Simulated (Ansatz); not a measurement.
Wurtzite InN was calculated with r²SCAN-D4 in Ansatz (PAW).

Settings: plane-wave cutoff 560 eV, 12×12×6 k mesh (along the axes of the cell as run), Fermi–Dirac smearing 0.01 eV, scalar-relativistic PAW data made under PBE.

A third-order Birch–Murnaghan fit to the energies gives V0 = 15.464 Å³/atom, B0 = 143 GPa, B′ = 4.6.

| V (Å³/atom) | P (GPa) |
|---|---|
| 14.846 | 6.39 |
| 15.155 | ___ |
| 15.464 | 0.00 |
| 15.773 | -2.70 |
| 16.083 | ___ |

Problem. Estimate the withheld pressures from this fit; the answers are the runs' own values.

Solution. 
- 15.155, P (GPa): 3.02
- 16.083, P (GPa): -5.11

The formula P = (3/2) B0 (x^(7/3) − x^(5/3)) [1 + (3/4)(B′ − 4)(x^(2/3) − 1)] with x = V0/V meets the computed pressures within 0.02 GPa when these rounded values are put in.

Shape and atoms are relaxed at each volume.

Measured, for comparison: bulk modulus 126 GPa (room temperature, no zero-point or thermal correction; as tabulated in Phys. Rev. B 49, 14 (GaN and InN under pressure), abstract); equilibrium volume per atom 15.38 Å³/atom (300 K, no zero-point or thermal correction; as tabulated in Wikipedia's data pages). Computed (rounded) less measured: bulk modulus +13 %, equilibrium volume per atom +0.5 %.

Note: the bulk modulus comes from volumes at which shape and atoms were relaxed.

Spin–orbit coupling is not included.

Static lattice: no zero-point or thermal effects.

Ansatz is an electronic-structure program.
